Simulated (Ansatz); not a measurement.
Crystal: Cu.

```
Cu
1.0
     1.21846   -3.97638    0.00000
     1.21846    3.97638    0.00000
     0.00000    0.00000    2.47550
Cu
2
Direct
  0.86613 0.13387 0.75000
  0.13387 0.86613 0.25000
```

This isn't the form of Cu at room conditions, which is fcc.

A run of Ansatz 0.2.0 on this cell left the log below. Logs are shortened: lines on timing, memory, paths and dates and some standing lists are left out, and cuts for length are marked.

```text
Warning: RAYON_NUM_THREADS=1 ignored (pool sized by the plan → 1); use --threads N
The last accepted step is kept in <dir> (removed where the run ends without a failure and the disk answers)
LAPW: plane waves up to 9.635 Å⁻¹, error target 1.0e-3 eV per atom; small_component_spin mean_spin; Cu in spheres of 1.182 Å, 19 of its electrons in bands, Dirac shells [] (how accurate: hamiltonian.pseudopotentials.lapw.basis_error, Limitations)
Engine: ansatz 0.2.0, x86_64-unknown-linux-gnu
Pseudopotentials: kind: all_electron
Pseudopotential: Cu, LAPW, valence charge 19, lapw/all_electron/scalar/gaussian/Cu, Koelling and Harmon's equation, gaussian nucleus
Functional definition: PBEsol
  exchange = pbesol_x
  correlation = pbesol_c
Crystal: 2 atoms, lattice volume = 23.988 Å³
Basis set: ecut = 353.6591197607073 eV, 369 PW (Γ), FFT grids on a1+a2, a2, a3, exchange–correlation at level 2
Bands: 23, of which v1, the nominal top of the filled ones, is band 19 counted from 1 (18 counted from 0)
Symmetry: 8 space group operations
Space group: Cmcm (ITA 63), of the structure as read, at distance tolerance 2.9e-5 Å
k-points: 216 of 1331
Non-local potential: Cu, projectors of the file, none
Initial density: superposition of atomic densities (chi_scale 0.1, normalization cell)
Initial wavefunctions: plane waves of lowest kinetic energy (no species holds an atomic orbital)
Functional: x = pbesol(κ = 0.804, μ = 0.12345679012345678), c = pbesol(β = 0.046)
iter 1 solved again at ethr=1.62e-3 eV; its pass at ethr=1.00e-1 eV (dr2=6.14e-1 eV) is discarded
SCF iter   1: F=—  HF=-89997.363056 eV  |F-HF|=—  |Δ(HF+E_count)|=         —  Δρ=6.56e-2  dr2=6.16e-1  ethr=1.62e-3  ⟨swp⟩=2.0  Hψ=34576  notcnv=0
preconditioner: auto → none  [metal: Δε(μ)=0.021 eV  Ē_g=9.522 eV  σ=0.050 eV  W_gap=0.10  n_scr=8 (ndim 8)  ℏωp=35.6 eV  f_vac=0.000  D(μ)=0.95/eV (n_scr^D=4)  sad-step TF]
SCF iter   2: F=—  HF=-89998.762257 eV  |F-HF|=—  |Δ(HF+E_count)|=    1.40e0  Δρ=3.14e-2  dr2=1.31e-1  ethr=1.62e-3  ⟨swp⟩=3.0  Hψ=17912  notcnv=0
iter 3 solved again at ethr=1.24e-5 eV; its pass at ethr=3.45e-4 eV (dr2=4.71e-3 eV) is discarded
SCF iter   3: F=—  HF=-89995.631466 eV  |F-HF|=—  |Δ(HF+E_count)|=    3.13e0  Δρ=4.01e-3  dr2=4.71e-3  ethr=1.24e-5  ⟨swp⟩=2.0  Hψ=27506  notcnv=0
[... 51 lines left out ...]
SCF iter   2: F=-89995.228890 eV  HF=-89995.228890 eV  |F-HF|=8.88e-10  |Δ(HF+E_count)|=   1.60e-8  Δρ=4.52e-6  dr2=1.02e-9  ethr=1.29e-11  ⟨swp⟩=2.0  Hψ=14086  notcnv=0
SCF 5 converged in 2 iterations: F = -89995.228890 eV  dr2 = 1.02e-9
relax step   5: F+E_penalty+E_count = -89995.22889037 eV  Δ(F+E_penalty+E_count) = -4.712e-7 eV  max|allowed force component| = 6.444e-4 eV/Å  Δτ_max = 0.0000 Å  P = +29.995 GPa  Ω = 20.645 Å³  stress off target by 2.17e-2 GPa  SCF on the basis re-selected at this cell (its energy is not comparable with the rows above)  (2 SCF iters)
basis re-selected at this cell: Δ(F+E_penalty+E_count) = -4.712e-7 eV, ΔP = +0.000 GPa vs the last step (what re-selecting the basis moved, after the strain that the cell walked since its last selection, with what the two solves' SCF thresholds leave and, on support functions, any second-order correction that the steps lacked; it is no measure of the basis error at this ecutwfc). This SCF's stress stands 2.17e-2 GPa from its target on what of the cell is left free (relax.cell.stress_tol is 5.00e-2 GPa) and its largest allowed force component is 6.44e-4 eV/Å (relax.f_tol is 2.00e-2 eV/Å): within both
SCF converged after 2 iterations
Free energy (F): -89995.228890 eV
Harris-Foulkes:  -89995.228890 eV  (|F-HF|=8.88e-10)
Internal energy: -89995.225647 eV  (E = F + TS)
E sigma→0 (E₀):  -89995.227269 eV
Entropy (-TS):   -0.003243 eV (-1.622 meV/atom)
Fermi energy:    19.504043 eV
--- Per-component energies (eV) ---
  E_band       = -628.565835
  E_kinetic    = 91543.681770
  E_xc         = -3609.432119
  E_electrostatic = -177929.475298  (all electrons and nuclei)
  E_smearing   = -0.003243  (= −TS)
  E_closure    = 0.000000  (closes the sum)
  E_atoms      = -89987.119702  (free atoms, spherical and without spin; not in F)
  Σ components = -89995.228890   (vs F -89995.228890, Δ=0.00e0)
  Basis errors (estimates in eV, not in F): energy 3.3e-4 per atom: plane waves 3.1e-4 (1.7e-4 summed), levels above the bands 2.8e-79, relativity 1.1e-8, radial functions 2.5e-5, core shells 1.3e-9; eigenvalues (radial functions only) 2.1e-7; not estimated: angular momenta, meshes, grids; target (lapw.basis_error) 1.0e-3; muffin-tin radii Cu 1.124 Å
--- Forces (eV/Å), atoms counted from 1 ---
  atom   1  Cu     0.00000000    -0.00064436    -0.00000000
  atom   2  Cu    -0.00000000     0.00064436     0.00000000
  max |Σ_I F_I| component: 0.00e0 eV/Å
--- Stress (GPa, compression-positive) ---
       29.978342      -0.000000      -0.000000
       -0.000000      30.013384      -0.000000
       -0.000000      -0.000000      29.992738
  P = ⅓ Tr σ = 29.9948 GPa (299.948 kbar)
--- Relaxed structure (4 steps of the walk, 4 accepted, 1 SCFs on fresh bases) ---
  F+E_penalty+E_count = -89995.22889037 eV   max|allowed force component| = 6.444e-4 eV/Å   (the final SCF, on the basis selected at the relaxed cell)
  cell:  # Å, volume = 20.6453 Å³
    - [1.153938352245536, -3.784985937836842, 2.0616401030527495e-17]
    - [1.153938352245536, 3.784985937836842, -2.0616401030527495e-17]
    - [-9.918737937056355e-34, -1.2834747684518478e-17, 2.363436465770909]
  atoms:
    - { symbol: Cu, position: [0.8673461091975585, 0.13265389080244144, 0.7500000000000001] }
    - { symbol: Cu, position: [0.13265389080244144, 0.8673461091975585, 0.25000000000000006] }
```

Problem. Write the input and the command behind it.

Solution. Relaxation of cell and atoms with PBEsol, no spin polarisation. The files as run (others can give the same):

input.yaml
```yaml
crystal:
  lattice:
    - [1.21846369, -3.9763780104, 0.0]
    - [1.21846369, 3.9763780104, 0.0]
    - [0.0, 0.0, 2.4754955235]
  atoms:
    - { symbol: Cu, position: [0.86613335, 0.13386665, 0.75] }
    - { symbol: Cu, position: [0.13386665, 0.86613335, 0.25] }
kpoints:
  mp_grid: { grid: [11, 11, 11] }
scf:
  occupations: { method: fermi_dirac, width: 0.05 }
hamiltonian:
  xc: pbesol
  pseudopotentials: { kind: all_electron, lapw: { basis_error: 0.001 } }
output:
  forces: true
  stress: true
relax:
  f_tol: 0.02
  max_steps: 60
  cell: { p_target: 30 }
```

Potentials or basis: all-electron LAPW, scalar-relativistic.
The run is started by
```console
$ ansatz run input.yaml --threads 1 --pin off --max-ram 3072MiB --backend cpu --events-out ev --progress --plain --runs-dir out
```
